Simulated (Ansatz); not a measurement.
The system is TiB2.

```
CELL_PARAMETERS angstrom
3.02920 0.00000 0.00000
-1.51460 2.62336 0.00000
0.00000 0.00000 3.22840
ATOMIC_POSITIONS crystal
Ti 0.00000 0.00000 0.00000
B 0.66667 0.33333 0.50000
B 0.33333 0.66667 0.50000
```

* Program: Ansatz 0.2.0
* Task: relaxation of cell and atoms
* Functional: PBEsol
* Dispersion: D4
* Potentials or basis: Ansatz PAW
* Cutoff: 420 eV (not typed: the program's choice for these potentials)
* k mesh: 10 × 10 × 8
* Occupations: fermi-dirac, width 0.05 eV
* Spin: no spin polarisation

At the start: volume 8.55 Å³/atom.

Question: Where does the relaxation end?

Answer: It ends after 7 steps and the volume is 8.23 Å³/atom (-3.7 %); space group P6/mmm (No. 191, to 0.05 Å).

The path:
| step | energy change (eV) | largest force (eV/Å) | volume (Å³) |
| --- | --- | --- | --- |
| 1 | 0.0000 | 0.0000 | 25.66 |
| 2 | -0.0303 | 0.0000 | 24.87 |
| 3 | -0.0320 | 0.0000 | 24.67 |
| 4 | -0.0321 | 0.0000 | 24.70 |
| 5 | -0.0310 | 0.0000 | 24.70 |
| 6 | -0.0310 | 0.0000 | 24.70 |
| 7 | -0.0310 | 0.0000 | 24.70 |

Final structure:
```xyz
3
Lattice="3.0039 0.0000 0.0000 -1.5020 2.6015 0.0000 0.0000 0.0000 3.1603" Properties=species:S:1:pos:R:3 pbc="T T T"
Ti    0.0000    0.0000    0.0000
B     1.5020    0.8672    1.5802
B     0.0000    1.7343    1.5802
```

Caveat: the plane-wave basis is chosen anew once the cell has moved, so the energies of steps on either side of that aren't comparable; the PAW data sets come from PBE, with cores solved anew for the run's functional, which leaves a small shift of forces and pressure.
